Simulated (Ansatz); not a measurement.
Runs of Ansatz 0.2.0 on GaSb. Symmetry: I-4m2, No. 119, tetragonal system. The conventional cell has a = 5.507 Å, b = 5.507 Å, c = 3.181 Å, α = 90.00°, β = 90.00°, γ = 90.00°. Sb (site symmetry -4m2) has 4 Ga at 2.87 Å and 2 Sb at 3.18 Å as nearest neighbours. Ga (site symmetry -4m2) is surrounded by 4 Sb at 2.87 Å and 2 Ga at 3.18 Å. Measurements of this composition are mostly on another form, of space group No. 216.

```csv
screening (1/Å),gap on the mesh (eV),pressure (GPa)
0.3,none,(a)
0.1,none,-1.9
0.2,none,-1.7
0.4,none,-1.0
0.6,none,-0.5
0.15,none,(b)
```

Alike in all rows: task single point; level HSE06 form with a typed share of exact exchange; potentials or basis Ansatz PAW; no spin polarisation; cell as given; k mesh 5 × 5 × 5; cutoff (eV) 420; smearing fermi-dirac 0.05 eV; the mesh is coarse, so values aren't converged.

Problem. Estimate the missing entries.

Solution. (a) -1.4; (b) -1.8.

Caveats: all runs use coarse meshes; the PAW data sets come from PBE, with cores solved anew for the run's functional, which leaves a small shift of forces and pressure; the thresholds are loose for stress.

A k mesh can miss the band edges, and the runs leave out spin-orbit coupling on Ga, Sb.

A gap of «none» marks a metal or a gap under the smearing width.
